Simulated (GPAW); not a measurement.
# AlAu (Pm-3m) in GPAW: further runs

Aim: see how the results for AlAu move with the level of theory and the settings. Levels: PBEsol+D3(BJ)+ATM, PBEsol+D4. Tasks: relaxation of cell and atoms.

Everything below comes from runs of GPAW 26.7.0. Logs are shortened: lines on timing, memory, paths and dates and some standing lists are left out, and cuts for length are marked. The log counts tension as positive stress, the text compression.

## Step 1: The structure

The structure is cubic, space group Pm-3m (No. 221). The conventional cell has a = 3.224 Å, b = 3.224 Å, c = 3.224 Å, α = 90.00°, β = 90.00°, γ = 90.00°. Au (site symmetry m-3m) is surrounded by 8 Al at 2.79 Å. Al (site symmetry m-3m) has 8 Au at 2.79 Å as nearest neighbours.

The cell comes from a database or a generator and needn't be the stable form of this composition.

## Step 2: Relaxation of cell and atoms, PBEsol+D3(BJ)+ATM

Contents of run.py:

```python
from ase import Atoms
from ase.calculators.mixing import SumCalculator
from ase.filters import FrechetCellFilter
from ase.io import write
from ase.optimize import BFGS
from dftd3.ase import DFTD3
from gpaw import GPAW, PW, setup_paths

setup_paths.insert(0, '.')

atoms = Atoms(['Au', 'Al'],
              cell=[[3.223942, 0.0, 0.0],
                    [0.0, 3.223942, 0.0],
                    [0.0, 0.0, 3.223942]],
              scaled_positions=[[0.5, 0.5, 0.5],
                                [0.0, 0.0, 0.0]],
              pbc=True)

calc = GPAW(mode=PW(600),
            xc='PBEsol',
            kpts={'size': (8, 8, 8), 'gamma': True},
            occupations={'name': 'fermi-dirac', 'width': 0.05},
            nbands=17,
            convergence={'density': 1e-05, 'forces': 0.0001},
            maxiter=150,
            txt='gpaw.txt')
atoms.calc = SumCalculator([calc, DFTD3(damping='d3bj', params_tweaks=dict(method='pbesol', atm=True))])
opt = BFGS(FrechetCellFilter(atoms), trajectory='relax.traj', logfile='-')
done = opt.run(fmax=0.02, steps=60)
calc.write('gs.gpw')
write('result.traj', atoms)
print('Converged:', done)
print('Cell:', atoms.cell.cellpar().round(4))
print('Volume:', round(atoms.get_volume(), 4))
print(atoms.get_scaled_positions().round(5))
```

Potentials or basis: PAW data sets generated in the run's folder for this functional, pw.

Started as:

```console
$ gpaw-setup -f PBEsol Al Au
$ OMP_NUM_THREADS=1 python run.py
```

gpaw.txt:

```text
__  _  _
 | _ |_)|_||  |
 |__||  | ||/\| - 26.7.0

Input parameters:
  mode=PW(ecut=600.0),
  convergence={'density': 1e-05, 'forces': 0.0001},
  kpts=MonkhorstPack(size=(8, 8, 8), gamma=True),
  maxiter=150,
  nbands=17,
  occupations=Occupations(name='fermi-dirac', width=0.05),
  xc=XC(name='PBEsol')

Diagonalizing LCAO Hamiltonian
Converting LCAO to pw mode
   .-------.
  /|       |
 * |       |
 | |  Au   |
 | .-------.
 |/       /
 Al------*

Atoms  # Å, Bohr magnetons
|   | symbol |        x |        y |        z |    initial magnetic moments |
|---|--------|----------|----------|----------|-----------------------------|
| 0 |     Au | 1.611971 | 1.611971 | 1.611971 | ( 0.0000,  0.0000,  0.0000) |
| 1 |     Al | 0.000000 | 0.000000 | 0.000000 | ( 0.0000,  0.0000,  0.0000) |

Unit cell  # Å
| periodic |        x |        y |        z |  lengths |    angles |
|----------|----------|----------|----------|----------|-----------|
|      yes | 3.223942 | 0.000000 | 0.000000 | 3.223942 | 90.000000 |
|      yes | 0.000000 | 3.223942 | 0.000000 | 3.223942 | 90.000000 |
|      yes | 0.000000 | 0.000000 | 3.223942 | 3.223942 | 90.000000 |

Number of symmetries: 48
Symmetry operations  # r_c * U_cc + t_c -> r_c
|    | kind |            matrix            |
|----|------|------------------------------|
|  0 |  E   |  1, 0, 0,  0, 1, 0,  0, 0, 1 |
|  1 |  σ   |  1, 0, 0,  0, 1, 0,  0, 0,-1 |
|  2 |  σ   |  1, 0, 0,  0, 0, 1,  0, 1, 0 |
|  3 |  C4  |  1, 0, 0,  0, 0, 1,  0,-1, 0 |
|  4 |  C4  |  1, 0, 0,  0, 0,-1,  0, 1, 0 |
|  5 |  σ   |  1, 0, 0,  0, 0,-1,  0,-1, 0 |
|  6 |  σ   |  1, 0, 0,  0,-1, 0,  0, 0, 1 |
|  7 |  C2  |  1, 0, 0,  0,-1, 0,  0, 0,-1 |
|  8 |  σ   |  0, 1, 0,  1, 0, 0,  0, 0, 1 |
|  9 |  C2  |  0, 1, 0,  1, 0, 0,  0, 0,-1 |
| 10 |  C3  |  0, 1, 0,  0, 0, 1,  1, 0, 0 |
| 11 |  S6  |  0, 1, 0,  0, 0, 1, -1, 0, 0 |
| 12 |  S6  |  0, 1, 0,  0, 0,-1,  1, 0, 0 |
| 13 |  C3  |  0, 1, 0,  0, 0,-1, -1, 0, 0 |
[... 208 lines left out ...]
|          4 |         4.590 |     2.000 |
|          5 |         4.590 |     2.000 |
|          6 |        12.179 |     0.000 |
|          7 |        12.179 |     0.000 |
|          8 |        12.179 |     0.000 |
|          9 |        15.956 |     0.000 |
|         10 |        16.684 |     0.000 |
|         11 |        16.684 |     0.000 |
|         12 |        26.466 |     0.000 |
|         13 |        26.466 |     0.000 |
|        ... |               |           |
|         16 |        27.887 |     0.000 |

No gap
No difference between direct/indirect transitions

Stress tensor  # eV/Ang^3
|        x |        y |        z |
|----------|----------|----------|
| 0.028312 | 0.000000 | 0.000000 |
| 0.000000 | 0.028312 | 0.000000 |
| 0.000000 | 0.000000 | 0.028312 |

Forces  # eV/Ang
|       x |       y |       z |
|---------|---------|---------|
| 0.00000 | 0.00000 | 0.00000 |  # Au   0
| 0.00000 | 0.00000 | 0.00000 |  # Al   1

Interpolating wave functions to new cell

            Au

       Al

Atoms  # Å, Bohr magnetons
|   | symbol |         x |         y |        z |    initial magnetic moments |
|---|--------|-----------|-----------|----------|-----------------------------|
| 0 |     Au |  1.602218 |  1.602218 | 1.602218 | ( 0.0000,  0.0000,  0.0000) |
| 1 |     Al | -0.000000 | -0.000000 | 0.000000 | ( 0.0000,  0.0000,  0.0000) |

Unit cell  # Å
| periodic |         x |         y |        z |  lengths |    angles |
|----------|-----------|-----------|----------|----------|-----------|
|      yes |  3.204435 | -0.000000 | 0.000000 | 3.204435 | 90.000000 |
|      yes | -0.000000 |  3.204435 | 0.000000 | 3.204435 | 90.000000 |
|      yes |  0.000000 |  0.000000 | 3.204435 | 3.204435 | 90.000000 |

Number of symmetries: 48
Symmetry operations  # r_c * U_cc + t_c -> r_c
|    | kind |            matrix            |
|----|------|------------------------------|
|  0 |  E   |  1, 0, 0,  0, 1, 0,  0, 0, 1 |
|  1 |  σ   |  1, 0, 0,  0, 1, 0,  0, 0,-1 |
|  2 |  σ   |  1, 0, 0,  0, 0, 1,  0, 1, 0 |
|  3 |  C4  |  1, 0, 0,  0, 0, 1,  0,-1, 0 |
|  4 |  C4  |  1, 0, 0,  0, 0,-1,  0, 1, 0 |
|  5 |  σ   |  1, 0, 0,  0, 0,-1,  0,-1, 0 |
|  6 |  σ   |  1, 0, 0,  0,-1, 0,  0, 0, 1 |
|  7 |  C2  |  1, 0, 0,  0,-1, 0,  0, 0,-1 |
|  8 |  σ   |  0, 1, 0,  1, 0, 0,  0, 0, 1 |
|  9 |  C2  |  0, 1, 0,  1, 0, 0,  0, 0,-1 |
| 10 |  C3  |  0, 1, 0,  0, 0, 1,  1, 0, 0 |
| 11 |  S6  |  0, 1, 0,  0, 0, 1, -1, 0, 0 |
| 12 |  S6  |  0, 1, 0,  0, 0,-1,  1, 0, 0 |
| 13 |  C3  |  0, 1, 0,  0, 0,-1, -1, 0, 0 |
[... 207 lines left out ...]
|          4 |         4.784 |     2.000 |
|          5 |         4.784 |     2.000 |
|          6 |        12.453 |     0.000 |
|          7 |        12.453 |     0.000 |
|          8 |        12.453 |     0.000 |
|          9 |        16.422 |     0.000 |
|         10 |        16.986 |     0.000 |
|         11 |        16.986 |     0.000 |
|         12 |        26.880 |     0.000 |
|         13 |        26.880 |     0.000 |
|        ... |               |           |
|         16 |        27.122 |     0.000 |

No gap
No difference between direct/indirect transitions

Stress tensor  # eV/Ang^3
|         x |         y |        z |
|-----------|-----------|----------|
|  0.015999 | -0.000000 | 0.000000 |
| -0.000000 |  0.015999 | 0.000000 |
|  0.000000 |  0.000000 | 0.015999 |

Forces  # eV/Ang
|       x |        y |       z |
|---------|----------|---------|
| 0.00000 | -0.00000 | 0.00000 |  # Au   0
| 0.00000 |  0.00000 | 0.00000 |  # Al   1

Interpolating wave functions to new cell

            Au

       Al

Atoms  # Å, Bohr magnetons
|   | symbol |        x |        y |        z |    initial magnetic moments |
|---|--------|----------|----------|----------|-----------------------------|
| 0 |     Au | 1.572295 | 1.572295 | 1.572295 | ( 0.0000,  0.0000,  0.0000) |
| 1 |     Al | 0.000000 | 0.000000 | 0.000000 | ( 0.0000,  0.0000,  0.0000) |

Unit cell  # Å
| periodic |        x |        y |        z |  lengths |    angles |
|----------|----------|----------|----------|----------|-----------|
|      yes | 3.144591 | 0.000000 | 0.000000 | 3.144591 | 90.000000 |
|      yes | 0.000000 | 3.144591 | 0.000000 | 3.144591 | 90.000000 |
|      yes | 0.000000 | 0.000000 | 3.144591 | 3.144591 | 90.000000 |

Number of symmetries: 48
Symmetry operations  # r_c * U_cc + t_c -> r_c
|    | kind |            matrix            |
|----|------|------------------------------|
|  0 |  E   |  1, 0, 0,  0, 1, 0,  0, 0, 1 |
|  1 |  σ   |  1, 0, 0,  0, 1, 0,  0, 0,-1 |
|  2 |  σ   |  1, 0, 0,  0, 0, 1,  0, 1, 0 |
|  3 |  C4  |  1, 0, 0,  0, 0, 1,  0,-1, 0 |
|  4 |  C4  |  1, 0, 0,  0, 0,-1,  0, 1, 0 |
|  5 |  σ   |  1, 0, 0,  0, 0,-1,  0,-1, 0 |
|  6 |  σ   |  1, 0, 0,  0,-1, 0,  0, 0, 1 |
|  7 |  C2  |  1, 0, 0,  0,-1, 0,  0, 0,-1 |
|  8 |  σ   |  0, 1, 0,  1, 0, 0,  0, 0, 1 |
|  9 |  C2  |  0, 1, 0,  1, 0, 0,  0, 0,-1 |
| 10 |  C3  |  0, 1, 0,  0, 0, 1,  1, 0, 0 |
| 11 |  S6  |  0, 1, 0,  0, 0, 1, -1, 0, 0 |
| 12 |  S6  |  0, 1, 0,  0, 0,-1,  1, 0, 0 |
| 13 |  C3  |  0, 1, 0,  0, 0,-1, -1, 0, 0 |
[... 168 lines left out ...]
SCF iterations
|iter     | |      energy | eigst |  dens |force |
|---------|-|-------------|-------|-------|------|
|iter:   1| |   -8.707024 | -1.06 |       |      |
|iter:   2| |   -8.636260 | -3.27 | -1.23 |      |
|iter:   3| |   -8.467963 | -2.13 | -1.29 |      |
|iter:   4| |   -8.469327 | -3.60 | -2.01 |      |
|iter:   5| |   -8.472305c| -3.37 | -2.27 |      |
|iter:   6| |   -8.472496c| -4.35 | -2.85 |      |
|iter:   7| |   -8.472492c| -7.06 | -3.89 |      |
|iter:   8| |   -8.472491c| -7.83c| -4.31 |      |
|iter:   9| |   -8.472491c| -9.35c| -5.86c|      |
|iter:  10| |   -8.472491c|-10.19c| -6.35c|-24.08c|

Converged in 10 steps
Energy contributions relative to reference atoms: (reference = -523045.783449)

Energy contributions:
  Kinetic:          -7.510828
  Coulomb:           7.794338
  Zero:              0.197025
  External:          0.000000
  Xc:               -8.948874
  Entropy:          -0.008303
  Spinorbit:         0.000000
  ----------------------------
  Free energy:      -8.476642
  Extrapolated:     -8.472491
[... 11 lines left out ...]
|          4 |         5.417 |     2.000 |
|          5 |         5.417 |     2.000 |
|          6 |        13.334 |     0.000 |
|          7 |        13.334 |     0.000 |
|          8 |        13.334 |     0.000 |
|          9 |        17.923 |     0.000 |
|         10 |        17.956 |     0.000 |
|         11 |        17.956 |     0.000 |
|         12 |        28.203 |     0.000 |
|         13 |        28.203 |     0.000 |
|        ... |               |           |
|         16 |        28.246 |     0.000 |

No gap
No difference between direct/indirect transitions

Stress tensor  # eV/Ang^3
|         x |         y |         z |
|-----------|-----------|-----------|
| -0.030866 |  0.000000 |  0.000000 |
|  0.000000 | -0.030866 |  0.000000 |
|  0.000000 |  0.000000 | -0.030866 |

Forces  # eV/Ang
|        x |        y |        z |
|----------|----------|----------|
|  0.00000 |  0.00000 | -0.00000 |  # Au   0
| -0.00000 | -0.00000 | -0.00000 |  # Al   1

Interpolating wave functions to new cell

            Au

       Al

Atoms  # Å, Bohr magnetons
|   | symbol |        x |        y |        z |    initial magnetic moments |
|---|--------|----------|----------|----------|-----------------------------|
| 0 |     Au | 1.575832 | 1.575832 | 1.575832 | ( 0.0000,  0.0000,  0.0000) |
| 1 |     Al | 0.000000 | 0.000000 | 0.000000 | ( 0.0000,  0.0000,  0.0000) |

Unit cell  # Å
| periodic |        x |         y |        z |  lengths |    angles |
|----------|----------|-----------|----------|----------|-----------|
|      yes | 3.151664 | -0.000000 | 0.000000 | 3.151664 | 90.000000 |
|      yes | 0.000000 |  3.151664 | 0.000000 | 3.151664 | 90.000000 |
|      yes | 0.000000 |  0.000000 | 3.151664 | 3.151664 | 90.000000 |

Number of symmetries: 48
Symmetry operations  # r_c * U_cc + t_c -> r_c
|    | kind |            matrix            |
|----|------|------------------------------|
|  0 |  E   |  1, 0, 0,  0, 1, 0,  0, 0, 1 |
|  1 |  σ   |  1, 0, 0,  0, 1, 0,  0, 0,-1 |
|  2 |  σ   |  1, 0, 0,  0, 0, 1,  0, 1, 0 |
|  3 |  C4  |  1, 0, 0,  0, 0, 1,  0,-1, 0 |
|  4 |  C4  |  1, 0, 0,  0, 0,-1,  0, 1, 0 |
|  5 |  σ   |  1, 0, 0,  0, 0,-1,  0,-1, 0 |
|  6 |  σ   |  1, 0, 0,  0,-1, 0,  0, 0, 1 |
|  7 |  C2  |  1, 0, 0,  0,-1, 0,  0, 0,-1 |
|  8 |  σ   |  0, 1, 0,  1, 0, 0,  0, 0, 1 |
|  9 |  C2  |  0, 1, 0,  1, 0, 0,  0, 0,-1 |
| 10 |  C3  |  0, 1, 0,  0, 0, 1,  1, 0, 0 |
| 11 |  S6  |  0, 1, 0,  0, 0, 1, -1, 0, 0 |
| 12 |  S6  |  0, 1, 0,  0, 0,-1,  1, 0, 0 |
| 13 |  C3  |  0, 1, 0,  0, 0,-1, -1, 0, 0 |
[... 206 lines left out ...]
|          4 |         5.340 |     2.000 |
|          5 |         5.340 |     2.000 |
|          6 |        13.227 |     0.000 |
|          7 |        13.227 |     0.000 |
|          8 |        13.227 |     0.000 |
|          9 |        17.740 |     0.000 |
|         10 |        17.837 |     0.000 |
|         11 |        17.837 |     0.000 |
|         12 |        28.042 |     0.000 |
|         13 |        28.042 |     0.000 |
|        ... |               |           |
|         16 |        28.110 |     0.000 |

No gap
No difference between direct/indirect transitions

Stress tensor  # eV/Ang^3
|         x |         y |         z |
|-----------|-----------|-----------|
| -0.024475 | -0.000000 |  0.000000 |
| -0.000000 | -0.024475 |  0.000000 |
|  0.000000 |  0.000000 | -0.024475 |

Forces  # eV/Ang
|        x |        y |       z |
|----------|----------|---------|
|  0.00000 |  0.00000 | 0.00000 |  # Au   0
| -0.00000 | -0.00000 | 0.00000 |  # Al   1

# Writing to gs.gpw (mode='')
```

Wall time 50 s (1 thread of Arm Neoverse V1, shared host); peak memory 0.21 GiB.

What came out:

| Item | Value |
| --- | --- |
| Free energy | -9.3625 eV |
| Relaxed volume | 15.65 Å³/atom |
| Relaxed cell | a = 3.152 Å, b = 3.152 Å, c = 3.152 Å, α = 90.00°, β = 90.00°, γ = 90.00° |
| Space group after relaxing (to 0.05 Å) | Pm-3m (No. 221) |
| Energy gained by relaxing | 29.8 meV/atom |
| Ionic steps | 4 |
| Pressure after relaxing | -0.1 GPa |
| Band gap on the k mesh | none (metal or under the smearing width) |
| Dispersion energy per atom | -0.440 eV |

The path:
| step | energy change (eV) | largest force (eV/Å) | pressure (GPa) | volume (Å³) |
| --- | --- | --- | --- | --- |
| 1 | 0.0000 | 0.0000 | -8.12 | 33.51 |
| 2 | -0.0272 | 0.0000 | -6.26 | 32.90 |
| 3 | -0.0590 | 0.0000 | 0.90 | 31.10 |
| 4 | -0.0596 | 0.0000 | -0.08 | 31.31 |

Final structure:
```yaml
crystal:
  lattice:
    - [3.15166, 0.00000, 0.00000]
    - [0.00000, 3.15166, 0.00000]
    - [0.00000, 0.00000, 3.15166]
  atoms:
    - { symbol: Au, position: [0.50000, 0.50000, 0.50000] }
    - { symbol: Al, position: [0.00000, 0.00000, 0.00000] }
```

Levels at points of the mesh, in eV from the Fermi level:
```
           k point  band 4  band 5  band 6  band 7  band 8  band 9  band 10  band 11
(0.00, 0.00, 0.00)   -5.00   -5.00   -5.00    2.89    2.89    2.89     7.40     7.50
(0.50, 0.00, 0.00)   -5.99   -5.99   -4.87   -3.44    5.76    7.46     7.46     8.37
(0.50, 0.50, 0.00)   -5.76   -4.08   -3.86   -3.86   -1.27    1.01     7.62    11.34
(0.50, 0.50, 0.50)   -4.03   -4.03   -0.19    0.68    0.68    0.68     2.46     3.81
```

Caveat: with this Au data set, volumes or pressures lay over 1.5 % or 2 GPa off other programs in two to four cells of ten; later steps reuse the first step's grids; pairwise dispersion overbinds metals, which lowers pressure and volume. The run has no spin-orbit coupling, so splittings on Au are missing.

## Step 3: Relaxation of cell and atoms, PBEsol+D4

Changes to run.py since step 2:

```diff
@@ -5,3 +5,3 @@
 from ase.optimize import BFGS
-from dftd3.ase import DFTD3
+from dftd4.ase import DFTD4
 from gpaw import GPAW, PW, setup_paths
@@ -26,3 +26,3 @@
             txt='gpaw.txt')
-atoms.calc = SumCalculator([calc, DFTD3(damping='d3bj', params_tweaks=dict(method='pbesol', atm=True))])
+atoms.calc = SumCalculator([calc, DFTD4(method='pbesol')])
 opt = BFGS(FrechetCellFilter(atoms), trajectory='relax.traj', logfile='-')
```

Potentials or basis: PAW data sets generated in the run's folder for this functional, pw.

Started as:

```console
$ gpaw-setup -f PBEsol Al Au
$ OMP_NUM_THREADS=1 python run.py
```

It took 51 s on 1 thread of Arm Neoverse V1, shared host; peak memory 0.19 GiB.

It converged, with:

| Item | Value |
| --- | --- |
| Free energy | -9.0942 eV |
| Relaxed volume | 15.78 Å³/atom |
| Relaxed cell | a = 3.160 Å, b = 3.160 Å, c = 3.160 Å, α = 90.00°, β = 90.00°, γ = 90.00° |
| Space group after relaxing (to 0.05 Å) | Pm-3m (No. 221) |
| Energy gained by relaxing | 22.7 meV/atom |
| Ionic steps | 4 |
| Pressure after relaxing | -0.1 GPa |
| Band gap on the k mesh | none (metal or under the smearing width) |
| Dispersion energy per atom | -0.303 eV |

Step by step:
```tsv
step	energy change (eV)	largest force (eV/Å)	pressure (GPa)	volume (Å³)
1	0.0000	0.0000	-7.06	33.51
2	-0.0205	0.0000	-5.43	32.98
3	-0.0449	0.0000	0.65	31.40
4	-0.0453	0.0000	-0.05	31.56
```

Final structure:
```
CELL_PARAMETERS angstrom
3.16005 0.00000 0.00000
0.00000 3.16005 0.00000
0.00000 0.00000 3.16005
ATOMIC_POSITIONS crystal
Au 0.50000 0.50000 0.50000
Al 0.00000 0.00000 0.00000
```

Levels at points of the mesh, in eV from the Fermi level:
```csv
k point,band 3,band 4,band 5,band 6,band 7,band 8,band 9,band 10,band 11,band 12
"(0.00, 0.00, 0.00)",-7.08,-4.96,-4.96,-4.96,2.89,2.89,2.89,7.31,7.49,7.49
"(0.50, 0.00, 0.00)",-6.69,-5.94,-5.94,-4.84,-3.43,5.78,7.45,7.45,8.32,8.32
"(0.50, 0.50, 0.00)",-5.71,-5.71,-4.06,-3.81,-3.81,-1.27,0.97,7.58,11.31,11.31
"(0.50, 0.50, 0.50)",-7.62,-4.01,-4.01,-0.21,0.71,0.71,0.71,2.43,3.78,3.78
```

Caveat: with this Au data set, volumes or pressures lay over 1.5 % or 2 GPa off other programs in two to four cells of ten; later steps reuse the first step's grids; pairwise dispersion overbinds metals, which lowers pressure and volume. The run has no spin-orbit coupling, so splittings on Au are missing.
